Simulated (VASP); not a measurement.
# Sn2Ge (I4_1/amd) in VASP: density of states with PBE

Aim: the density of states of Sn2Ge with PBE.

All numbers are computed with VASP 6.6.1; they aren't measurements. Logs are shortened: lines on timing, memory, paths and dates and some standing lists are left out, and cuts for length are marked.

### 1 Starting point

The structure is tetragonal, space group I4_1/amd (No. 141). The conventional cell has a = 4.498 Å, b = 4.498 Å, c = 19.131 Å, α = 90.00°, β = 90.00°, γ = 90.00°. Sn (site symmetry 2mm) is surrounded by 2 Ge at 2.71 Å and 2 Sn at 2.84 Å. Ge (site symmetry -4m2) has 4 Sn at 2.71 Å as nearest neighbours.

The cell was built by a generator and needn't be a form met in nature.

### 2 Density of states, PBE

File POSCAR:

```
Sn2Ge
1.0
   -2.2489700000      2.2489700000      9.5655800000
    2.2489700000     -2.2489700000      9.5655800000
    2.2489700000      2.2489700000     -9.5655800000
Sn Ge
4 2
Direct
    0.0794960000      0.5794960000      0.5000000000
    0.4205040000      0.9205040000      0.5000000000
    0.3294960000      0.3294960000      0.0000000000
    0.6705040000      0.6705040000      0.0000000000
    0.0000000000      0.0000000000      0.0000000000
    0.7500000000      0.2500000000      0.5000000000
```

File INCAR.step1:

```
PREC     = Accurate       # precision mode
ENCUT    = 520            # plane-wave cutoff, eV
EDIFF    = 1E-6           # SCF threshold, eV
ISMEAR   = 0              # smearing method
SIGMA    = 0.1            # smearing width, eV
LREAL    = F              # projectors in reciprocal space
LASPH    = T              # aspherical terms in the spheres
NELM     = 60             # most SCF steps
ALGO     = Normal         # electronic algorithm
ISIF     = 2              # what is computed and relaxed
LWAVE    = F              # write WAVECAR
LCHARG   = T              # write CHGCAR
GGA      = PE             # functional
KPAR     = 8
```

File KPOINTS.step1:

```
Automatic mesh
0
Gamma
  8 8 8
```

File INCAR.step2:

```
PREC     = Accurate       # precision mode
ENCUT    = 520            # plane-wave cutoff, eV
EDIFF    = 1E-6           # SCF threshold, eV
ISMEAR   = -5             # smearing method
SIGMA    = 0.1            # smearing width, eV
LREAL    = F              # projectors in reciprocal space
LASPH    = T              # aspherical terms in the spheres
NELM     = 60             # most SCF steps
ALGO     = Normal         # electronic algorithm
ISIF     = 2              # what is computed and relaxed
LWAVE    = F              # write WAVECAR
LCHARG   = F              # write CHGCAR
GGA      = PE             # functional
LORBIT   = 10             # projections on sites
KPAR     = 8            
NEDOS    = 1001           # points of the DOS
ICHARG   = 11             # starting density
```

File KPOINTS.step2:

```
Automatic mesh
0
Gamma
  12 12 12
```

Potentials or basis: VASP PAW PBE potentials, release 64 (Sn_d, Ge_d).

On the command line:

```
> cat potpaw_PBE.64/Sn_d/POTCAR potpaw_PBE.64/Ge_d/POTCAR > POTCAR
> cp INCAR.step1 INCAR
> cp KPOINTS.step1 KPOINTS
> mpirun -np 8 vasp_std > vasp.out
> cp INCAR.step2 INCAR
> cp KPOINTS.step2 KPOINTS
> mpirun -np 8 vasp_std > vasp.out
```

OUTCAR:

```text
PREC = Accurate
   ENCUT = 520
   EDIFF = 1E-6
   ISMEAR = -5
   LREAL = F
   LASPH = T
   NELM = 60
   ISIF = 2
   GGA = PE
   LORBIT = 10
   ICHARG = 11

 ion  position               nearest neighbor table
   1  0.079  0.579  0.500-   5 2.71   5 2.71   4 2.84   4 2.84
   2  0.421  0.921  0.500-   5 2.71   5 2.71   3 2.84   3 2.84
   3  0.329  0.329  0.000-   6 2.71   6 2.71   2 2.84   2 2.84
   4  0.671  0.671  0.000-   6 2.71   6 2.71   1 2.84   1 2.84
   5  0.000  0.000  0.000-   1 2.71   2 2.71   1 2.71   2 2.71
   6  0.750  0.250  0.500-   3 2.71   4 2.71   3 2.71   4 2.71

  LATTYP: Found a body centered tetragonal cell.
 ALAT       =     4.4979400000
 C/A-ratio  =     4.2533159624

  Lattice vectors:

 A1 = (  -2.2489700000,   2.2489700000,   9.5655800000)
 A2 = (   2.2489700000,  -2.2489700000,   9.5655800000)
 A3 = (   2.2489700000,   2.2489700000,  -9.5655800000)

Analysis of symmetry for initial positions (statically):
=====================================================================
 Subroutine PRICEL returns:
 Original cell was already a primitive cell.

 Routine SETGRP: Setting up the symmetry group for a
 body centered tetragonal supercell.

 Subroutine GETGRP returns: Found 16 space group operations
 (whereof  8 operations were pure point group operations)
 out of a pool of 16 trial point group operations.

The static configuration has the point symmetry D_2d.
 The point group associated with its full space group is D_4h.

Analysis of symmetry for dynamics (positions and initial velocities):
=====================================================================
 Subroutine PRICEL returns:
 Original cell was already a primitive cell.

 Routine SETGRP: Setting up the symmetry group for a
 body centered tetragonal supercell.

 Subroutine GETGRP returns: Found 16 space group operations
 (whereof  8 operations were pure point group operations)
 out of a pool of 16 trial point group operations.

The dynamic configuration has the point symmetry D_2d.
 The point group associated with its full space group is D_4h.

 Subroutine INISYM returns: Found 16 space group operations
 (whereof  8 operations are pure point group operations),
 and found     1 'primitive' translations

----------------------------------------------------------------------------------------

                                     Primitive cell
[... 114 lines left out ...]
   EMIN   =  10.00;   EMAX   =-10.00  energy-range for DOS
   EFERMI =   0.00;   METHOD = LEGACY
   ISMEAR =    -5;   SIGMA  =   0.10  broadening in eV -4-tet -1-fermi 0-gaus
   EFERMI_NEDOS =   21; number of points for ismear=-14 and -15
   IALGO  =     38    algorithm
   IMIX   =      4    mixing-type and parameters
     AMIX     =   0.40;   BMIX     =  1.00
     AMIX_MAG =   1.60;   BMIX_MAG =  1.00
  volume/ion in A,a.u.               =      32.25       217.66
  Fermi-wavevector in a.u.,A,eV,Ry     =   1.239524  2.342361 20.904270  1.536421
  Thomas-Fermi vector in A             =   2.374004
   LORBIT       =     10    0 simple, 1 ext, 2 COOP (PROOUT), +10 PAW based schemes
   GGA     = PE    functional components
   LHFCALC =     F    Hartree Fock is set to
   AEXX    =    0.0000 exact exchange contribution
   IVDW    =     0    specifies the selected vdW correction
   LEPSILON=     F    determine dielectric tensor
   LRPA    =     F    only Hartree local field effects (RPA)
 non-spin polarized calculation
 Fermi weights with tetrahedron method with Bloechl corrections
  energy-cutoff  :      520.00
  volume of cell :      193.53
 maximum number of plane-waves:      5255
 NGX is ok and might be reduce to    80

 number of electron      83.9999988 magnetization

 Free energy of the ion-electron system (eV)
  ---------------------------------------------------
  ext. energy  EPLUGINS =         0.00000000
  ---------------------------------------------------
  free energy    TOTEN  =       -24.18856875 eV

  energy without entropy =      -24.18856875  energy(sigma->0) =      -24.18856875

 E-fermi :   4.8455     XC(G=0):  -8.8846

 val. band max:        4.9178944060   @ k =   0.0000   0.0000   0.0000
 cond. band min:       4.7429794517   @ k =  -0.2500   0.4167   0.2500
 fundamental gap:     -0.1749149543
 Fermi energy:         4.8455384064

 k-point     1 :       0.0000    0.0000    0.0000
  band No.  band energies     occupation
      1     -19.7499      2.00000
      2     -19.7498      2.00000
      3     -19.7482      2.00000
      4     -19.7482      2.00000
      5     -19.7482      2.00000
      6     -19.7482      2.00000
[... 1261 lines left out ...]
     49       8.9097      0.00000
     50       9.1248      0.00000

 [... further k-points ...]

------------------------ aborting loop because EDIFF is reached ----------------------------------------

  FORCE on cell =-STRESS in cart. coord.  units (eV):
  Direction    XX          YY          ZZ          XY          YZ          ZX
  --------------------------------------------------------------------------------------
  -------------------------------------------------------------------------------------
  Total       -0.1622083     -0.1622083     -0.0832420      0.0000000     -0.0000000      0.0000000
  in kB       -1.3429046     -1.3429046     -0.6891511      0.0000000     -0.0000000      0.0000000
  external PRESSURE =      -1.1249868 kB  Pullay stress =       0.0000000 kB

 VOLUME and BASIS-vectors are now :
 -----------------------------------------------------------------------------
  energy-cutoff  :      520.00
  volume of cell :      193.53
      direct lattice vectors                 reciprocal lattice vectors
    -2.248970000  2.248970000  9.565580000     0.000000000  0.222323997  0.052270746
     2.248970000 -2.248970000  9.565580000     0.222323997  0.000000000  0.052270746
     2.248970000  2.248970000 -9.565580000     0.222323997  0.222323997  0.000000000

 POSITION                                       TOTAL-FORCE (eV/Angst)
 -----------------------------------------------------------------------------------
      2.24897      0.00000      1.52085        -0.000000      0.000000      0.019557
      2.24897      0.00000      8.04473        -0.000000      0.000000     -0.019557
      0.00000      0.00000      6.30364         0.000000     -0.000000      0.019557
      0.00000      0.00000     12.82752         0.000000     -0.000000     -0.019557
      0.00000      0.00000      0.00000         0.000000      0.000000      0.000000
      0.00000      2.24897      4.78279         0.000000      0.000000      0.000000
 -----------------------------------------------------------------------------------
    total drift:                                0.000000      0.000000     -0.000000

  FREE ENERGIE OF THE ION-ELECTRON SYSTEM (eV)
  ---------------------------------------------------
  free  energy   TOTEN  =       -24.1885687523 eV

  energy  without entropy=      -24.1885687523  energy(sigma->0) =      -24.18856875

 total charge

# of ion       s       p       d       tot
------------------------------------------
    1        1.167   1.166   9.971  12.304
    2        1.167   1.166   9.971  12.304
    3        1.167   1.166   9.971  12.304
    4        1.167   1.166   9.971  12.304
    5        1.159   1.131   9.993  12.283
    6        1.159   1.131   9.993  12.283
--------------------------------------------------
tot          6.988   6.926  59.869  73.783
```

OUTCAR.step1:

```text
PREC = Accurate
   ENCUT = 520
   EDIFF = 1E-6
   ISMEAR = 0
   LREAL = F
[... 1513 lines left out ...]
      0.00000      0.00000      6.30364         0.000000     -0.000000      0.007555
      0.00000      0.00000     12.82752         0.000000     -0.000000     -0.007555
      0.00000      0.00000      0.00000         0.000000      0.000000      0.000000
      0.00000      2.24897      4.78279         0.000000      0.000000      0.000000
 -----------------------------------------------------------------------------------
    total drift:                                0.000000     -0.000000      0.000000

  FREE ENERGIE OF THE ION-ELECTRON SYSTEM (eV)
  ---------------------------------------------------
  free  energy   TOTEN  =       -24.1810420553 eV

  energy  without entropy=      -24.1783562871  energy(sigma->0) =      -24.17969917
```

OSZICAR.step1:

```text
N       E                     dE             d eps       ncg     rms          rms(c)
DAV:   1     0.915199013531E+03    0.91520E+03   -0.42056E+04  6716   0.317E+03
DAV:   2     0.164702554142E+03   -0.75050E+03   -0.73419E+03  5900   0.865E+02
DAV:   3    -0.104937838992E+02   -0.17520E+03   -0.17259E+03  6444   0.267E+02
DAV:   4    -0.240052114901E+02   -0.13511E+02   -0.13432E+02  6820   0.830E+01
DAV:   5    -0.243813959886E+02   -0.37618E+00   -0.37585E+00  6840   0.149E+01    0.511E+00
DAV:   6    -0.242285515915E+02    0.15284E+00   -0.30044E-01  8178   0.387E+00    0.298E+00
DAV:   7    -0.241758854682E+02    0.52666E-01   -0.21977E-01  6660   0.292E+00    0.398E-01
DAV:   8    -0.241788576065E+02   -0.29721E-02   -0.29023E-02  6710   0.149E+00    0.149E-01
DAV:   9    -0.241804605417E+02   -0.16029E-02   -0.45014E-03  6770   0.440E-01    0.709E-02
DAV:  10    -0.241809160542E+02   -0.45551E-03   -0.65414E-04  7890   0.166E-01    0.257E-02
DAV:  11    -0.241810305539E+02   -0.11450E-03   -0.21212E-04  6376   0.110E-01    0.866E-03
DAV:  12    -0.241810402856E+02   -0.97317E-05   -0.24982E-05  6456   0.270E-02    0.248E-03
DAV:  13    -0.241810417024E+02   -0.14168E-05   -0.27955E-06  5202   0.127E-02    0.114E-03
DAV:  14    -0.241810420553E+02   -0.35294E-06   -0.33776E-07  3622   0.439E-03
   1 F= -.24181042E+02 E0= -.24179699E+02  d E =-.268577E-02
```

Run time: 14 min. Hardware: 8 MPI ranks of Intel Xeon Platinum 8488C (Sapphire Rapids), shared host; peak memory 1.7 GiB.

What came out:

| Item | Value |
| --- | --- |
| Valence electrons inside the program's atomic spheres | Sn 12.30; Ge 12.28 |

States per cell in windows of 1 eV (zero at the Fermi level; states under -8 eV left out):
```tsv
from (eV)	total	Sn1_p	Sn2_p	Sn3_p	Sn4_p	Ge5_p	Ge6_p
-8.0	1.08	0.02	0.02	0.02	0.02	0.02	0.02
-7.0	2.66	0.06	0.06	0.06	0.06	0.06	0.06
-6.0	1.47	0.03	0.03	0.03	0.03	0.05	0.05
-5.0	0.72	0.02	0.02	0.02	0.02	0.03	0.03
-4.0	1.86	0.12	0.12	0.12	0.12	0.12	0.12
-3.0	4.77	0.36	0.36	0.36	0.36	0.37	0.37
-2.0	4.40	0.36	0.36	0.36	0.36	0.39	0.39
-1.0	1.47	0.16	0.16	0.16	0.16	0.08	0.08
0.0	1.15	0.06	0.06	0.06	0.06	0.06	0.06
1.0	4.73	0.22	0.22	0.22	0.22	0.21	0.21
2.0	3.17	0.16	0.16	0.16	0.16	0.18	0.18
3.0	4.61	0.26	0.26	0.26	0.26	0.25	0.25
4.0	2.17	0.11	0.11	0.11	0.11	0.12	0.12
5.0	0.19	0.01	0.01	0.01	0.01	0.01	0.01
```

Caveat: tetrahedron occupations give inexact forces and stress in metals.
